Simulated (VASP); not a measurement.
# A VASP 6.6.1 single-point calculation on SnTe

INCAR

```
LASPH = .TRUE.
NBANDS = 17
ENCUT = 520
ISMEAR = 2
PREC = Accurate
LWAVE = .FALSE.
NSW = 0
IBRION = -1
EDIFF = 1E-7
LREAL = .FALSE.
LCHARG = .FALSE.
SIGMA = 0.8
ISIF = 2
GGA = PE
NELM = 52
```

KPOINTS

```
KPOINTS created by Atomic Simulation Environment
0
Gamma
8 8 8
0 0 0
```

POSCAR

```
Sn Te
 1.0000000000000000
     0.0000000000000000    3.1893303423607891    3.1893303423607891
     3.1893303423607891    0.0000000000000000    3.1893303423607891
     3.1893303423607891    3.1893303423607891   -0.0000000000000000
 Sn  Te
   1   1
Cartesian
 -0.0000000000000000  0.0000000000000000 -0.0000000000000000
  3.1893303423607891  3.1893303423607891  3.1893303423607891
```

The recommended PBE PAW datasets give the neutral cell 20 valence electrons.

Command

```
mpirun -np 1 vasp_std
```

OSZICAR

```
N       E                     dE             d eps       ncg     rms          rms(c)
DAV:   1     0.125130482142E+03    0.12513E+03   -0.93980E+03   988   0.135E+03
DAV:   2     0.458096450701E+01   -0.12055E+03   -0.11784E+03  1018   0.330E+02
DAV:   3    -0.724668863120E+01   -0.11828E+02   -0.11729E+02  1237   0.906E+01
DAV:   4    -0.759534547805E+01   -0.34866E+00   -0.34836E+00  1179   0.161E+01
DAV:   5    -0.760886261361E+01   -0.13517E-01   -0.13516E-01  1420   0.315E+00    0.428E+00
DAV:   6    -0.754366039434E+01    0.65202E-01   -0.15295E-01  1274   0.248E+00    0.265E+00
DAV:   7    -0.754467859910E+01   -0.10182E-02   -0.57051E-02  1202   0.111E+00    0.831E-01
DAV:   8    -0.754531739556E+01   -0.63880E-03   -0.74829E-03  1260   0.684E-01    0.171E-01
DAV:   9    -0.754541619704E+01   -0.98801E-04   -0.78140E-04  1362   0.254E-01    0.404E-02
DAV:  10    -0.754541534417E+01    0.85287E-06   -0.12700E-04  1285   0.889E-02    0.210E-02
DAV:  11    -0.754542283985E+01   -0.74957E-05   -0.46097E-05  1195   0.484E-02    0.287E-02
DAV:  12    -0.754542244296E+01    0.39689E-06   -0.28118E-06  1169   0.942E-03    0.167E-02
DAV:  13    -0.754542189142E+01    0.55154E-06   -0.28979E-07  1156   0.354E-03    0.890E-03
DAV:  14    -0.754542163077E+01    0.26064E-06   -0.87100E-07  1286   0.832E-03    0.828E-04
DAV:  15    -0.754542161739E+01    0.13380E-07   -0.76130E-08   601   0.136E-03
   1 F= -.75454216E+01 E0= -.75570339E+01  d E =0.464490E-01
```

From OUTCAR

```
k-points           NKPTS =     29   k-points in BZ     NKDIM =     29   number of bands    NBANDS=     17

   NELECT =      20.0000    total number of electrons

   dimension x,y,z NGX =    36 NGY =   36 NGZ =   36
   dimension x,y,z NGXF=    72 NGYF=   72 NGZF=   72

  energy-cutoff  :      520.00
  volume of cell :       64.88
      direct lattice vectors                 reciprocal lattice vectors
     0.000000000  3.189330342  3.189330342    -0.156772722  0.156772722  0.156772722
     3.189330342  0.000000000  3.189330342     0.156772722 -0.156772722  0.156772722
     3.189330342  3.189330342  0.000000000     0.156772722  0.156772722 -0.156772722

 k-points in reciprocal lattice and weights: KPOINTS created by Atomic Simulation Env
   0.00000000  0.00000000  0.00000000       0.002
   0.12500000  0.00000000  0.00000000       0.016
   0.25000000  0.00000000  0.00000000       0.016
   0.37500000  0.00000000  0.00000000       0.016
   0.50000000  0.00000000  0.00000000       0.008
   0.12500000  0.12500000  0.00000000       0.012
   0.25000000  0.12500000  0.00000000       0.047
   0.37500000  0.12500000  0.00000000       0.047
   ...

 E-fermi :   6.6505

 k-point     1 :       0.0000    0.0000    0.0000
  band No.  band energies     occupation
      1     -15.3901      2.00000
      2     -15.3901      2.00000
      3     -15.3863      2.00000
      4     -15.3863      2.00000
      5     -15.3863      2.00000
      6      -6.0272      2.00000
      7       1.6892      2.00000
      8       4.4653      1.99813
      9       4.4653      1.99813
     10       4.4653      1.99813
     11       9.7790      0.00000
     12       9.7790      0.00000
     13       9.7790      0.00000
     14      11.3251      0.00000
     15      11.3251      0.00000
     16      11.3251      0.00000
     17      13.3391      0.00000

 k-point     2 :       0.1250    0.0000    0.0000
  band No.  band energies     occupation
      1     -15.3906      2.00000
      2     -15.3906      2.00000
      3     -15.3861      2.00000
      4     -15.3855      2.00000
      5     -15.3855      2.00000
      6      -5.9028      2.00000
      7       1.0699      2.00000
      8       4.4885      1.99792
      9       4.4885      1.99792
     10       4.8900      1.99157
     11       9.1395      0.00035
     12       9.1395      0.00035
     13       9.1561      0.00032
     14      11.2680      0.00000
     15      11.6362      0.00000
     16      11.6362      0.00000
     17      14.2570      0.00000

 k-point     3 :       0.2500    0.0000    0.0000
  band No.  band energies     occupation
      1     -15.3921      2.00000
      2     -15.3921      2.00000
      3     -15.3855      2.00000
      4     -15.3834      2.00000
      5     -15.3834      2.00000
      6      -5.5543      2.00000
      7      -0.0998      2.00000
      8       4.5706      1.99699
      9       4.5706      1.99699
     10       5.5298      2.03780
     11       8.0873      0.00556
     12       8.0873      0.00556
     13       8.1131      0.00685
     14      11.6731      0.00000
     15      12.5003      0.00000
     16      12.5003      0.00000
     17      16.1831      0.00000

 ...

  Total        0.2433069      0.2433069      0.2433069      0.0000000      0.0000000      0.0000000
  in kB        6.0080900      6.0080900      6.0080900      0.0000000      0.0000000      0.0000000
  external PRESSURE =       6.0080900 kB  Pullay stress =       0.0000000 kB

 POSITION                                       TOTAL-FORCE (eV/Angst)
 -----------------------------------------------------------------------------------
      0.00000      0.00000      0.00000         0.000000      0.000000      0.000000
      3.18933      3.18933      3.18933         0.000000      0.000000     -0.000000
 -----------------------------------------------------------------------------------
    total drift:                               -0.000000      0.000000      0.000000

  FREE ENERGIE OF THE ION-ELECTRON SYSTEM (eV)
  ---------------------------------------------------
  free  energy   TOTEN  =        -7.5454216174 eV

  energy  without entropy=       -7.5918706417  energy(sigma->0) =       -7.55703387
```

It converged. Results: gap between bands v and c on the k mesh 0.01 eV; least direct gap on the k mesh 0.01 eV; pressure 0.6 GPa. Band v is the last that the valence electrons fill when counted band by band, and c is the next.

One setting is odd (smearing far too wide), but here it hardly changes the result.

On sound settings PBE gives a gap of 0.01 eV on its mesh and a pressure of 0.6 GPa for the intended cell. This run's energy (σ→0) differs from it by 2 meV an atom.

The run took about 16 s on one core of a shared host (Intel Xeon 6975P-C) and held 0.2 GiB at most.
